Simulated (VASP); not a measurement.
# SiC: single point with PBE

Crystal: SiC.

```
Si C
1.0
     5.50301    0.62388    0.43995
     0.05702    7.10051   -0.75577
    -0.32242    0.58845    5.43895
Si C
8 8
Direct
  0.28663 0.24300 0.35940
  0.45275 0.75090 0.01982
  0.36960 0.90679 0.58749
  0.79383 0.79405 0.43905
  0.75986 0.25516 0.55628
  0.92651 0.95691 0.97572
  0.01250 0.49186 0.59040
  0.38551 0.42556 0.92727
  0.25483 0.53255 0.44142
  0.24261 0.95282 0.18662
  0.21703 0.19487 0.02035
  0.20309 0.04626 0.86383
  0.70030 0.61941 0.22774
  0.45105 0.68696 0.56818
  0.67033 0.28499 0.93967
  0.73256 0.36717 0.13268
```

The cell was built by a generator and needn't be a form met in nature.

```json
{
 "Program": "VASP 6.6.1",
 "Task": "single point",
 "Functional": "PBE",
 "Potentials or basis": "VASP PAW PBE potentials, release 64 (Si, C)",
 "Cutoff": "520 eV",
 "k mesh": "3 × 2 × 3",
 "Occupations": "gaussian, width 0.1 eV",
 "Spin": "no spin polarisation"
}
```

- Pressure: 1.3 GPa
- Largest force: 9.548 eV/Å
- Band gap on the k mesh: none (metal or under the smearing width)

Forces in eV/Å, atoms in the order of the input:
```
Si  -0.099  0.082  0.569
Si   0.727 -0.480  0.771
Si  -2.211  9.035 -0.711
Si  -0.211 -0.435  0.946
Si  -0.324 -0.708 -0.543
Si  -1.506 -0.647  1.141
Si  -5.479 -0.190  3.313
Si  -2.686  0.573 -0.724
C    7.795  2.004 -1.766
C   -0.090 -1.461 -1.061
C    0.799  1.798  1.068
C    0.769 -0.534 -0.916
C   -0.369 -2.181 -2.749
C    0.334 -9.513 -0.751
C    1.419 -2.210 -3.000
C    1.132  4.868  4.414
```

Stress tensor (GPa, compression positive):
```
10.05 -0.92 -5.72
-0.92 -1.34 -5.61
-5.72 -5.61 -4.73
```

Levels at points of the mesh, in eV from the Fermi level:
| k point | band 30 | band 31 | band 32 | band 33 | band 34 | band 35 |
| --- | --- | --- | --- | --- | --- | --- |
| (0.00, 0.00, 0.00) | -0.93 | -0.71 | -0.34 | -0.01 | 0.51 | 0.65 |
| (0.00, 0.50, 0.00) | -0.82 | -0.50 | -0.21 | 0.05 | 0.78 | 1.14 |

Wall time 2.3 min on 1 thread of Intel(R) Xeon(R) Platinum 8488C (Sapphire Rapids) (shared host), peak memory 0.3 GiB.

Caveat: the k mesh is coarse (spacing up to 0.44 Å⁻¹), so the values aren't converged.
